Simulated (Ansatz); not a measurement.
# SnSe2: uniaxial strain along a

A series on SnSe2: uniaxial strain along a, -6 to +6 %; the lengths of b and c and the atoms relax, the angles are held. Wanted: energy, stress and any gap along the series.

Computed with Ansatz 0.2.0 (DFT PBEsol, scalar-relativistic, plane waves, PAW, unless a step's input says otherwise).

2 further runs of the same task are left out: 2 set aside as unsound or not needed.

## (1) The system as given

It takes space group P-3m1 (No. 164, trigonal). The conventional cell has a = 3.817 Å, b = 3.817 Å, c = 6.155 Å, α = 90.00°, β = 90.00°, γ = 120.00°. Sn (site symmetry -3m) has 6 Se at 2.72 Å in its first shell of neighbours. Around Se (site symmetry 3m) lie 3 Sn at 2.72 Å.

As a file:

```
CELL_PARAMETERS angstrom
3.81745 0.00000 0.00000
-1.90872 3.30601 0.00000
0.00000 0.00000 6.15468
ATOMIC_POSITIONS crystal
Sn 0.00000 0.00000 0.00000
Se 0.66667 0.33333 0.74217
Se 0.33333 0.66667 0.25783
```

It goes back to an entry of the Materials Project.

This cell was relaxed beforehand with the same method: volume 25.89 Å³/atom, gap on the mesh 0.60 eV.

The unstrained cell comes from an earlier run at this level (3 atoms, E(σ→0) -16799.2210 eV, gap 0.46 eV over the zone).

## (2) The cell strained by -2.0 %

The input, input.yaml:

```yaml
crystal:
  lattice:
    - [3.7410997577, 0.0, 0.0]
    - [-1.8705498788, 3.3225376177, 0.0]
    - [0.0, 0.0, 6.1854492269]
  atoms:
    - { symbol: Sn, position: [0.0, 0.0, 0.0] }
    - { symbol: Se, position: [0.6666666667, 0.3333333333, 0.7421700582] }
    - { symbol: Se, position: [0.3333333333, 0.6666666667, 0.2578299418] }
basis:
  ecutwfc: 420
kpoints:
  mp_grid: { grid: [12, 12, 6] }
hamiltonian:
  xc: pbesol
scf:
  occupations: { method: gaussian, width: 0.02 }
output:
  forces: true
  stress: true
  eigenvalues: true
relax:
  adjacent_minimum: "off"
  f_tol: 0.008
  max_steps: 40
  cell: { stress_tol: 0.015, fix: [a, angles] }
```

Run with:

```bash
$ ansatz run input.yaml --threads 1 --pin off --max-ram 2560MiB --backend cpu --events-out ev --progress --plain --runs-dir out
```

Further runs follow: seeking the band edges at -2.0 %; At +2.0 %; band edges over the zone at +2.0 %; the cell strained by -4.0 %; strain +4.0 %; strain -6.0 %; the cell strained by +6.0 %.

**Question.** What will these runs give? Wanted: (1/V) d²E/dε², innermost pair; strain of the free axis b per applied strain; gap shift, negative and positive side.

**Answer**, as computed:

| quantity | value |
| --- | --- |
| largest energy cost | 3.1 meV/atom at -2.0 % |
| (1/V) d²E/dε², innermost pair | 90 GPa |
| strain of the free axis b per applied strain | 0.09 |
| gap shift, negative and positive side | +59, -94 meV per % |

The pair at ±2.0 % gives a curvature of 90 GPa, a rough value of Young's modulus along a, angles held; so few points cannot test it. The free axis b moves with the applied strain (factor 0.09). The gap runs from 0.35 eV at -2.0 % through 0.46 to 0.28 eV at +2.0 %. Where a structure here is layered, its layers are held mostly by dispersion, which this level lacks, so their spacing and the stiffness across them are unreliable there.

Spin-orbit coupling is left out, though the cell holds Sn; it can move the gap.
